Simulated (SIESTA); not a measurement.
The system is Pd.

```
Pd
1.0
     0.00000    1.94650    1.94650
     1.94650    0.00000    1.94650
     1.94650    1.94650    0.00000
Pd
1
Direct
  0.00000 0.00000 0.00000
```

Base run:

| Quantity | Value |
| --- | --- |
| Program | SIESTA 5.4.2 |
| Functional | PBE |
| Potentials or basis | PseudoDojo 0.4 standard (PBE files) |
| Basis | SZ (energy shift 0.003 Ry) |
| Grid cutoff | 800 Ry |
| Energy shift | 0.003 Ry |
| k mesh | 12 × 12 × 12 |
| Occupations | fermi-dirac, width 0.05 eV |
| Spin | no spin polarisation |

Its results: band gap on the k mesh none (metal or under the smearing width); pressure 13.7 GPa.

Task: The run is repeated on the same cell with these changes: functional from PBE to BLYP; basis from SZ (energy shift 0.003 Ry) to DZP (energy shift 0.003 Ry; two zetas on semicore shells). What comes out?

Result: Band gap on the k mesh none (metal or under the smearing width); pressure 18.9 GPa.

Several settings changed at once, so the effect can't be laid on one alone.

Caveats: the basis of atomic orbitals isn't converged, which shifts pressures, moduli and gaps; the basis has no polarisation orbitals (some runs); so large a pressure means that the cell lies far from this level's equilibrium, or that cutoff or potentials fall short (some runs); the potentials were made for another functional, which shifts forces and pressure (some runs).
